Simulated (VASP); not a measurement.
# BN (P6_3/mmc) in VASP: notebook

One crystal, BN, is run at these levels: PBE+D3(BJ); tasks: relaxation of cell and atoms, vibrations by finite differences.

Program: VASP 6.6.1. These are calculated values, not measurements. Logs are shortened: lines on timing, memory, paths and dates and some standing lists are left out, and cuts for length are marked.

## 1. The structure

The structure is hexagonal, space group P6_3/mmc (No. 194). The conventional cell has a = 2.498 Å, b = 2.498 Å, c = 6.636 Å, α = 90.00°, β = 90.00°, γ = 120.00°. B (site symmetry -6m2) has 3 N at 1.44 Å as nearest neighbours. Around N (site symmetry -6m2) lie 3 B at 1.44 Å.

## 2. Relaxation of cell and atoms, PBE+D3(BJ)

File INCAR:

```
SYSTEM = BN
ALGO = Normal
EDIFF = 1E-7
EDIFFG = -0.002
ENCUT = 520
GGA = PE
IBRION = 2
ISIF = 3
ISMEAR = 0
IVDW = 12
LASPH = .TRUE.
LCHARG = .FALSE.
LREAL = .FALSE.
LWAVE = .FALSE.
NELM = 100
NSW = 80
PREC = Accurate
SIGMA = 0.02
```

File KPOINTS:

```
k-points
0
G
  3 3 1
  0 0 0
```

File POSCAR:

```
BN
1.0
    2.4982400000      0.0000000000      0.0000000000
   -1.2491200000      2.1635393000      0.0000000000
    0.0000000000      0.0000000000      6.6357000000
B N
2 2
Direct
    0.3333333300      0.6666666700      0.2500000000
    0.6666666700      0.3333333300      0.7500000000
    0.3333333300      0.6666666700      0.7500000000
    0.6666666700      0.3333333300      0.2500000000
```

Potentials or basis: VASP PAW PBE potentials, release 64 (B, N).

Started as:

```console
cat potpaw_PBE.64/B/POTCAR potpaw_PBE.64/N/POTCAR > POTCAR
mpirun -np 4 vasp_std > vasp.out
```

OUTCAR:

```text
SYSTEM = BN
   EDIFF = 1E-7
   EDIFFG = -0.002
   ENCUT = 520
   GGA = PE
   IBRION = 2
   ISIF = 3
   ISMEAR = 0
   IVDW = 12
   LASPH = .TRUE.
   LREAL = .FALSE.
   NELM = 100
   NSW = 80
   PREC = Accurate
 IVDW          = 12

 ion  position               nearest neighbor table
   1  0.333  0.667  0.250-   4 1.44   4 1.44   4 1.44
   2  0.667  0.333  0.750-   3 1.44   3 1.44   3 1.44
   3  0.333  0.667  0.750-   2 1.44   2 1.44   2 1.44
   4  0.667  0.333  0.250-   1 1.44   1 1.44   1 1.44

  LATTYP: Found a hexagonal cell.
 ALAT       =     2.4982400000
 C/A-ratio  =     2.6561499296

  Lattice vectors:

 A1 = (   2.4982400000,   0.0000000000,   0.0000000000)
 A2 = (  -1.2491200000,   2.1635393000,   0.0000000000)
 A3 = (   0.0000000000,   0.0000000000,   6.6357000000)

Analysis of symmetry for initial positions (statically):
=====================================================================
 Subroutine PRICEL returns:
 Original cell was already a primitive cell.

 Routine SETGRP: Setting up the symmetry group for a
 hexagonal supercell.

 Subroutine GETGRP returns: Found 24 space group operations
 (whereof 12 operations were pure point group operations)
 out of a pool of 24 trial point group operations.

The static configuration has the point symmetry D_3d.
 The point group associated with its full space group is D_6h.

Analysis of symmetry for dynamics (positions and initial velocities):
=====================================================================
 Subroutine PRICEL returns:
 Original cell was already a primitive cell.

 Routine SETGRP: Setting up the symmetry group for a
 hexagonal supercell.

 Subroutine GETGRP returns: Found 24 space group operations
 (whereof 12 operations were pure point group operations)
 out of a pool of 24 trial point group operations.

The dynamic configuration has the point symmetry D_3d.
 The point group associated with its full space group is D_6h.

 Subroutine INISYM returns: Found 24 space group operations
 (whereof 12 operations are pure point group operations),
 and found     1 'primitive' translations

----------------------------------------------------------------------------------------

                                     Primitive cell

  volume of cell :      35.8662

  direct lattice vectors                    reciprocal lattice vectors
     2.498240000  0.000000000  0.000000000     0.400281798  0.231102805  0.000000000
    -1.249120000  2.163539300  0.000000000     0.000000000  0.462205609  0.000000000
     0.000000000  0.000000000  6.635700000     0.000000000  0.000000000  0.150700002

  length of vectors
     2.498240000  2.498239996  6.635700000     0.462205608  0.462205609  0.150700002

  position of ions in fractional coordinates (direct lattice)
     0.333333330  0.666666670  0.250000000
     0.666666670  0.333333330  0.750000000
     0.333333330  0.666666670  0.750000000
     0.666666670  0.333333330  0.250000000

  ion indices of the primitive-cell ions
   primitive index   ion index
                 1           1
                 2           2
                 3           3
                 4           4

----------------------------------------------------------------------------------------

 KPOINTS: k-points

Automatic generation of k-mesh.
 Grid dimensions read from file:
 generate k-points for:    3    3    1

 Generating k-lattice:

  Cartesian coordinates                     Fractional coordinates (reciprocal lattice)
     0.133427266  0.077034268  0.000000000     0.333333333 -0.000000000  0.000000000
     0.000000000  0.154068536  0.000000000     0.000000000  0.333333333  0.000000000
     0.000000000  0.000000000  0.150700002     0.000000000  0.000000000  1.000000000

  Length of vectors
     0.154068536  0.154068536  0.150700002

  Shift w.r.t. Gamma in fractional coordinates (k-lattice)
     0.000000000  0.000000000  0.000000000

 Subroutine IBZKPT returns following result:
 ===========================================

 Found      3 irreducible k-points:

 Following reciprocal coordinates:
            Coordinates               Weight
  0.000000  0.000000  0.000000      1.000000
  0.333333  0.000000  0.000000      6.000000
  0.333333  0.333333  0.000000      2.000000
   k-points           NKPTS =      3   k-points in BZ     NKDIM =      3   number of bands    NBANDS=     12
   number of dos      NEDOS =    301   number of ions     NIONS =      4
   total plane-waves  NPLWV =  20000
   dimension x,y,z NGX =    20 NGY =   20 NGZ =   50
   dimension x,y,z NGXF=    40 NGYF=   40 NGZF=  100
   ions per type =               2   2
   NGX,Y,Z   is equivalent  to a cutoff of  13.31, 13.31, 12.53 a.u.
   NGXF,Y,Z  is equivalent  to a cutoff of  26.62, 26.62, 25.05 a.u.
 SYSTEM =  BN
   PREC   = accura    normal or accurate (medium, high low for compatibility)
   ISTART =      0    job   : 0-new  1-cont  2-samecut
   ICHARG =      2    charge: 1-file 2-atom 10-const
   ISPIN  =      1    spin polarized calculation?
   LNONCOLLINEAR =      F non collinear calculations
   LSORBIT =      F    spin-orbit coupling
   LASPH  =      T    aspherical Exc in radial PAW
   ENCUT  =  520.0 eV  38.22 Ry    6.18 a.u.   4.65  4.65 12.34*2*pi/ulx,y,z
   NELM   =    100;   NELMIN=  2; NELMDL= -5     # of ELM steps
   EDIFF  = 0.1E-06   stopping-criterion for ELM
   LREAL  =      F    real-space projection
   EDIFFG = -.2E-02   stopping-criterion for IOM
   NSW    =     80    number of steps for IOM
   IBRION =      2    ionic relax: 0-MD 1-quasi-New 2-CG
   NFREE  =      1    steps in history (QN), initial steepest desc. (CG)
   ISIF   =      3    stress and relaxation
   ISYM   =      2    0-nonsym 1-usesym 2-fastsym
   POTIM  = 0.5000    time-step for ionic-motion
   TEBEG  =    0.0;   TEEND  =   0.0 temperature during run
   PSTRESS=    0.0 pullay stress
   NELECT =      16.0000    total number of electrons
   NUPDOWN=      -1.0000    fix difference up-down
   EMIN   =  10.00;   EMAX   =-10.00  energy-range for DOS
   EFERMI =   0.00;   METHOD = LEGACY
   ISMEAR =     0;   SIGMA  =   0.02  broadening in eV -4-tet -1-fermi 0-gaus
   EFERMI_NEDOS =   21; number of points for ismear=-14 and -15
   IALGO  =     38    algorithm
   IMIX   =      4    mixing-type and parameters
     AMIX     =   0.40;   BMIX     =  1.00
     AMIX_MAG =   1.60;   BMIX_MAG =  1.00
  volume/ion in A,a.u.               =       8.97        60.51
  Fermi-wavevector in a.u.,A,eV,Ry     =   1.250891  2.363842 21.289433  1.564729
  Thomas-Fermi vector in A             =   2.384864
   LORBIT       =      0    0 simple, 1 ext, 2 COOP (PROOUT), +10 PAW based schemes
   GGA     = PE    functional components
   LHFCALC =     F    Hartree Fock is set to
   AEXX    =    0.0000 exact exchange contribution
   IVDW    =    12    specifies the selected vdW correction
   LEPSILON=     F    determine dielectric tensor
   LRPA    =     F    only Hartree local field effects (RPA)
 conjugate gradient relaxation of ions
 non-spin polarized calculation
 Gauss-broadening in eV      SIGMA  =   0.02
  energy-cutoff  :      520.00
  volume of cell :       35.87
 maximum number of plane-waves:       985
 NGX is ok and might be reduce to    18
   NGX =  9   NGY =  9   NGZ = 25

--------------------------------------- Ionic step        1  -------------------------------------------

 number of electron      15.9999997 magnetization

 Free energy of the ion-electron system (eV)
  ---------------------------------------------------
  ext. energy  EPLUGINS =         0.00000000
  ---------------------------------------------------
  free energy    TOTEN  =       -34.85564620 eV

  energy without entropy =      -34.85564620  energy(sigma->0) =      -34.85564620

------------------------ aborting loop because EDIFF is reached ----------------------------------------

 Edisp (eV)   -0.56768

 E8    (eV) :    -0.1663

  FORCE on cell =-STRESS in cart. coord.  units (eV):
  Direction    XX          YY          ZZ          XY          YZ          ZX
  --------------------------------------------------------------------------------------
  -------------------------------------------------------------------------------------
  Total       0.77343     0.77343     0.45329     0.00000     0.00000     0.00000
  in kB      34.54965    34.54965    20.24881     0.00000     0.00000     0.00000
  external pressure =       29.78 kB  Pullay stress =        0.00 kB
[... 65 lines left out ...]
  energy  without entropy=      -35.4191070273  energy(sigma->0) =      -35.41910703

--------------------------------------- Ionic step        3  -------------------------------------------

 number of electron      15.9999998 magnetization

 E-fermi :   2.4079     XC(G=0): -10.0244

 val. band max:        2.2380896379   @ k =   0.3333   0.3333   0.0000
 cond. band min:       7.1138222476   @ k =   0.3333   0.3333   0.0000
 fundamental gap:      4.8757326097
 Fermi energy:         2.4079347469

 k-point     1 :       0.0000    0.0000    0.0000
  band No.  band energies     occupation
      1     -15.4601      2.00000
      2     -15.1663      2.00000
      3      -3.9023      2.00000
      4      -1.7778      2.00000
      5       0.9962      2.00000
      6       0.9962      2.00000
      7       1.0335      2.00000
      8       1.0335      2.00000
      9       7.5313      0.00000
     10      12.6067      0.00000
     11      13.8048      0.00000
     12      13.8048      0.00000
[... 193 lines left out ...]
  energy  without entropy=      -35.4397542754  energy(sigma->0) =      -35.43975428

--------------------------------------- Ionic step        7  -------------------------------------------

 number of electron      16.0000000 magnetization

 Free energy of the ion-electron system (eV)
  ---------------------------------------------------
  ext. energy  EPLUGINS =         0.00000000
  ---------------------------------------------------
  free energy    TOTEN  =       -34.91798603 eV

  energy without entropy =      -34.91798603  energy(sigma->0) =      -34.91798603

 E-fermi :   1.9437     XC(G=0):  -9.6295

 val. band max:        1.8143918876   @ k =   0.3333   0.3333   0.0000
 cond. band min:       6.5658290243   @ k =   0.3333   0.3333   0.0000
 fundamental gap:      4.7514371367
 Fermi energy:         1.9437483439

 k-point     1 :       0.0000    0.0000    0.0000
  band No.  band energies     occupation
      1     -15.8890      2.00000
      2     -15.7078      2.00000
      3      -4.1382      2.00000
      4      -2.5750      2.00000
      5       0.5256      2.00000
      6       0.5256      2.00000
      7       0.5452      2.00000
      8       0.5452      2.00000
      9       6.7265      0.00000
     10      11.4174      0.00000
     11      13.3672      0.00000
     12      13.3672      0.00000
[... 63 lines left out ...]
  FREE ENERGIE OF THE ION-ELECTRON SYSTEM (eV)
  ---------------------------------------------------
  free  energy   TOTEN  =       -35.4400081623 eV

  energy  without entropy=      -35.4400081623  energy(sigma->0) =      -35.44000816

 reached required accuracy - stopping structural energy minimisation
```

It took 4.4 s on 4 MPI ranks of Intel Xeon Platinum 8488C (Sapphire Rapids), shared host; peak memory 0.12 GiB.

Results:

| Property | Result |
| --- | --- |
| Free energy | -35.4400 eV |
| Relaxed volume | 9.61 Å³/atom |
| Relaxed cell | a = 2.506 Å, b = 2.506 Å, c = 7.069 Å, α = 90.00°, β = 90.00°, γ = 120.00° |
| Space group after relaxing (to 0.05 Å) | P6_3/mmc (No. 194) |
| Energy gained by relaxing | 4.2 meV/atom |
| Ionic steps | 7 |
| Pressure after relaxing | 0.0 GPa |
| Band gap on the k mesh | 4.75 eV, direct |
| Dispersion energy per atom | -0.131 eV |

Step by step:
| step | energy change (eV) | largest force (eV/Å) | pressure (GPa) | volume (Å³) |
| --- | --- | --- | --- | --- |
| 1 | 0.0000 | 0.0000 | 2.98 | 35.87 |
| 2 | 0.0042 | 0.0000 | -3.65 | 36.74 |
| 3 | -0.0033 | 0.0000 | 0.26 | 36.21 |
| 4 | -0.0056 | 0.0000 | 0.23 | 36.40 |
| 5 | -0.0111 | 0.0000 | 0.16 | 36.98 |
| 6 | -0.0164 | 0.0000 | 0.05 | 38.13 |
| 7 | -0.0167 | 0.0000 | 0.01 | 38.45 |

Final structure:
```
B N
1.0
     2.50613    0.00000    0.00000
    -1.25307    2.17037    0.00000
     0.00000    0.00000    7.06888
B N
2 2
Direct
  0.33333 0.66667 0.25000
  0.66667 0.33333 0.75000
  0.33333 0.66667 0.75000
  0.66667 0.33333 0.25000
```

Levels at points of the mesh, in eV from the valence-band top:
| k point | band 6 | band 7 | band 8 | band 9 | band 10 | band 11 |
| --- | --- | --- | --- | --- | --- | --- |
| (0.00, 0.00, 0.00) | -1.29 | -1.27 | -1.27 | 4.91 | 9.60 | 11.55 |

Caveat: the k mesh is coarse (spacing up to 0.97 Å⁻¹), so the values aren't converged; an odd mesh through Γ misses points on the zone boundary, where band edges often lie.

## 3. Relaxation of cell and atoms, PBE+D3(BJ)

This run uses another cell than the first one, of 9.61 Å³/atom, 1.072 times its volume.

INCAR is that of step 2.

KPOINTS is that of step 2.

File POSCAR:

```
BN                                      
1.0
    2.5061327539      0.0000000000      0.0000000000
   -1.2530663769      2.1703746253     -0.0000000000
    0.0000000000      0.0000000000      7.0688777206
  B               N             
     2     2
Direct
     0.3333333300000021    0.6666666699999979    0.2500000000000000
     0.6666666699999979    0.3333333300000021    0.7500000000000000
     0.3333333300000021    0.6666666699999979    0.7500000000000000
     0.6666666699999979    0.3333333300000021    0.2500000000000000
```

Potentials or basis: VASP PAW PBE potentials, release 64 (B, N).

Started as:

```console
cat potpaw_PBE.64/B/POTCAR potpaw_PBE.64/N/POTCAR > POTCAR
mpirun -np 4 vasp_std > vasp.out
```

OUTCAR:

```text
SYSTEM = BN
   EDIFF = 1E-7
   EDIFFG = -0.002
   ENCUT = 520
   GGA = PE
   IBRION = 2
   ISIF = 3
   ISMEAR = 0
   IVDW = 12
   LASPH = .TRUE.
   LREAL = .FALSE.
   NELM = 100
   NSW = 80
   PREC = Accurate
 IVDW          = 12

 ion  position               nearest neighbor table
   1  0.333  0.667  0.250-   4 1.45   4 1.45   4 1.45
   2  0.667  0.333  0.750-   3 1.45   3 1.45   3 1.45
   3  0.333  0.667  0.750-   2 1.45   2 1.45   2 1.45
   4  0.667  0.333  0.250-   1 1.45   1 1.45   1 1.45

  LATTYP: Found a hexagonal cell.
 ALAT       =     2.5061327539
 C/A-ratio  =     2.8206317920

  Lattice vectors:

 A1 = (   2.5061327539,   0.0000000000,   0.0000000000)
 A2 = (  -1.2530663769,   2.1703746253,   0.0000000000)
 A3 = (   0.0000000000,   0.0000000000,   7.0688777206)

Analysis of symmetry for initial positions (statically):
=====================================================================
 Subroutine PRICEL returns:
 Original cell was already a primitive cell.

 Routine SETGRP: Setting up the symmetry group for a
 hexagonal supercell.

 Subroutine GETGRP returns: Found 24 space group operations
 (whereof 12 operations were pure point group operations)
 out of a pool of 24 trial point group operations.

[... 143 lines left out ...]
  ---------------------------------------------------
  ext. energy  EPLUGINS =         0.00000000
  ---------------------------------------------------
  free energy    TOTEN  =       -34.92177742 eV

  energy without entropy =      -34.92177742  energy(sigma->0) =      -34.92177742

------------------------ aborting loop because EDIFF is reached ----------------------------------------

 Edisp (eV)   -0.52202

 E8    (eV) :    -0.1517
[... 111 lines left out ...]
  FREE ENERGIE OF THE ION-ELECTRON SYSTEM (eV)
  ---------------------------------------------------
  free  energy   TOTEN  =       -35.4439681564 eV

  energy  without entropy=      -35.4439681564  energy(sigma->0) =      -35.44396816

[... ionic steps 4 to 12 ...]

--------------------------------------- Ionic step       13  -------------------------------------------

 number of electron      15.9999998 magnetization

------------------------ aborting loop because EDIFF is reached ----------------------------------------
[... 79 lines left out ...]
--------------------------------------- Ionic step       15  -------------------------------------------

 number of electron      15.9999998 magnetization

 Free energy of the ion-electron system (eV)
  ---------------------------------------------------
  ext. energy  EPLUGINS =         0.00000000
  ---------------------------------------------------
  free energy    TOTEN  =       -34.93251048 eV

  energy without entropy =      -34.93251048  energy(sigma->0) =      -34.93251048

 E-fermi :   1.8205     XC(G=0):  -9.5260

 val. band max:        1.7004085958   @ k =   0.3333   0.3333   0.0000
 cond. band min:       6.4297894783   @ k =   0.3333   0.3333   0.0000
 fundamental gap:      4.7293808825
 Fermi energy:         1.8205364861

 k-point     1 :       0.0000    0.0000    0.0000
  band No.  band energies     occupation
      1     -15.9991      2.00000
      2     -15.8402      2.00000
      3      -4.2033      2.00000
      4      -2.7654      2.00000
      5       0.4036      2.00000
      6       0.4036      2.00000
      7       0.4201      2.00000
      8       0.4201      2.00000
      9       6.5319      0.00000
     10      11.1028      0.00000
     11      13.2480      0.00000
     12      13.2480      0.00000
[... 63 lines left out ...]
  FREE ENERGIE OF THE ION-ELECTRON SYSTEM (eV)
  ---------------------------------------------------
  free  energy   TOTEN  =       -35.4443754629 eV

  energy  without entropy=      -35.4443754629  energy(sigma->0) =      -35.44437546

 reached required accuracy - stopping structural energy minimisation
```

Run time: 7.8 s. Hardware: 4 MPI ranks of Intel Xeon Platinum 8488C (Sapphire Rapids), shared host; peak memory 0.12 GiB.

What came out:

```yaml
Free_energy: -35.4444 eV
Relaxed_volume: 9.77 Å³/atom
Relaxed_cell: a = 2.506 Å, b = 2.506 Å, c = 7.183 Å, α = 90.00°, β = 90.00°, γ = 120.00°
Space_group_after_relaxing_to_0.05_Å: P6_3/mmc (No. 194)
Energy_gained_by_relaxing: 0.1 meV/atom
Ionic_steps: 15
Pressure_after_relaxing: 0.0 GPa
Band_gap_on_the_k_mesh: 4.73 eV, direct
Dispersion_energy_per_atom: -0.128 eV
```

The path:
```tsv
step	energy change (eV)	largest force (eV/Å)	pressure (GPa)	volume (Å³)
1	0.0000	0.0000	0.14	38.45
2	-0.0001	0.0000	0.03	38.50
3	-0.0002	0.0000	-0.30	38.64
4	-0.0002	0.0000	-0.29	38.65
5	-0.0002	0.0000	-0.25	38.67
6	-0.0003	0.0000	-0.18	38.71
7	-0.0005	0.0000	-0.04	38.78
8	-0.0005	0.0000	0.25	38.94
9	-0.0005	0.0000	0.22	38.92
10	-0.0006	0.0000	0.12	38.99
11	-0.0006	0.0000	0.05	39.04
12	-0.0006	0.0000	0.03	39.05
13	-0.0006	0.0000	0.03	39.06
14	-0.0006	0.0000	0.03	39.06
15	-0.0006	0.0000	0.01	39.07
```

Final structure:
```yaml
crystal:
  lattice:
    - [2.50629, 0.00000, 0.00000]
    - [-1.25314, 2.17051, 0.00000]
    - [0.00000, 0.00000, 7.18267]
  atoms:
    - { symbol: B, position: [0.33333, 0.66667, 0.25000] }
    - { symbol: B, position: [0.66667, 0.33333, 0.75000] }
    - { symbol: N, position: [0.33333, 0.66667, 0.75000] }
    - { symbol: N, position: [0.66667, 0.33333, 0.25000] }
```

Caveat: the k mesh is coarse (spacing up to 0.96 Å⁻¹), so the values aren't converged; an odd mesh through Γ misses points on the zone boundary, where band edges often lie. Expect the measured gap to be larger: semilocal functionals such as PBE lack the derivative discontinuity.

(Part 1 of 2 ends here.)
